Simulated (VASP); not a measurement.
# C: band structure with MS2

Crystal: C.

```
CELL_PARAMETERS angstrom
2.52210 0.00000 0.00000
-1.26105 2.18420 0.00000
0.00000 0.00000 8.23710
ATOMIC_POSITIONS crystal
C 0.66667 0.33333 0.84375
C 0.33333 0.66667 0.34375
C 0.66667 0.33333 0.65625
C 0.33333 0.66667 0.15625
C 0.00000 0.00000 0.90625
C 0.00000 0.00000 0.40625
C 0.00000 0.00000 0.59375
C 0.00000 0.00000 0.09375
```

This is a hexagonal form of diamond, not graphite.

```yaml
Program: VASP 6.6.1
Task: band structure
Functional: MS2
Potentials_or_basis: VASP PAW PBE potentials, release 64 (C)
Cutoff: 520 eV
k_mesh: 12 × 12 × 4
Occupations: fermi-dirac, width 0.05 eV
Spin: no spin polarisation
Further_INCAR_settings: ALGO = Normal; EDIFF = 1e-06; NBANDS = 26
```

```
Pressure                : -4.5 GPa
Largest force           : 0.326 eV/Å
Band gap on the k mesh  : 5.00 eV, indirect (least direct gap 6.21 eV)
Band gap along the path : 5.01 eV, indirect (least direct gap 6.21 eV)
```

Forces on the atoms (eV/Å):
```
C    0.000  0.000  0.326
C    0.000  0.000  0.326
C    0.000  0.000 -0.326
C    0.000  0.000 -0.326
C    0.000  0.000  0.319
C    0.000  0.000  0.319
C    0.000  0.000 -0.319
C    0.000  0.000 -0.319
```

Stress tensor (GPa, compression positive):
```
-8.57  0.00  0.00
 0.00 -8.57  0.00
 0.00  0.00  3.68
```

Levels at the corners of the path, in eV from the valence-band top:
| point | band 12 | band 13 | band 14 | band 15 | band 16 | band 17 | band 18 | band 19 | band 20 | band 21 |
| --- | --- | --- | --- | --- | --- | --- | --- | --- | --- | --- |
| Γ | -1.69 | -1.69 | -0.23 | 0.00 | 0.00 | 6.21 | 6.21 | 6.77 | 8.01 | 8.01 |
| M | -5.00 | -4.97 | -4.54 | -3.67 | -2.91 | 5.04 | 6.16 | 6.62 | 6.72 | 7.67 |
| M | -5.00 | -4.97 | -4.54 | -3.67 | -2.91 | 5.04 | 6.16 | 6.62 | 6.72 | 7.67 |
| K | -7.47 | -7.11 | -5.62 | -5.62 | -4.01 | 6.89 | 6.89 | 8.77 | 9.27 | 9.27 |
| K | -7.47 | -7.11 | -5.62 | -5.62 | -4.01 | 6.89 | 6.89 | 8.77 | 9.27 | 9.27 |
| Γ | -1.69 | -1.69 | -0.23 | 0.00 | 0.00 | 6.21 | 6.21 | 6.77 | 8.01 | 8.01 |
| Γ | -1.69 | -1.69 | -0.23 | 0.00 | 0.00 | 6.21 | 6.21 | 6.77 | 8.01 | 8.01 |
| A | -2.52 | -0.65 | -0.65 | -0.65 | -0.65 | 6.98 | 6.98 | 6.98 | 6.98 | 7.65 |
| A | -2.52 | -0.65 | -0.65 | -0.65 | -0.65 | 6.98 | 6.98 | 6.98 | 6.98 | 7.65 |
| L | -6.05 | -4.70 | -4.70 | -3.62 | -3.62 | 5.42 | 5.42 | 7.73 | 7.73 | 8.44 |
| L | -6.05 | -4.70 | -4.70 | -3.62 | -3.62 | 5.42 | 5.42 | 7.73 | 7.73 | 8.44 |
| H | -8.51 | -5.35 | -5.35 | -5.07 | -5.07 | 5.85 | 5.85 | 10.77 | 10.77 | 12.04 |
| H | -8.51 | -5.35 | -5.35 | -5.07 | -5.07 | 5.85 | 5.85 | 10.77 | 10.77 | 12.04 |
| A | -2.52 | -0.65 | -0.65 | -0.65 | -0.65 | 6.98 | 6.98 | 6.98 | 6.98 | 7.65 |
| L | -6.05 | -4.70 | -4.70 | -3.62 | -3.62 | 5.42 | 5.42 | 7.73 | 7.73 | 8.44 |
| M | -5.00 | -4.97 | -4.54 | -3.67 | -2.91 | 5.04 | 6.16 | 6.62 | 6.72 | 7.67 |
| K | -7.47 | -7.11 | -5.62 | -5.62 | -4.01 | 6.89 | 6.89 | 8.77 | 9.27 | 9.27 |
| H | -8.51 | -5.35 | -5.35 | -5.07 | -5.07 | 5.85 | 5.85 | 10.77 | 10.77 | 12.04 |

Wall time 5 min on 1 thread of Intel(R) Xeon(R) Platinum 8559C (Emerald Rapids), on a shared host, peak memory 0.21 GiB.

Caveat: the PAW data sets were made with another functional, which shifts forces and pressure a little.
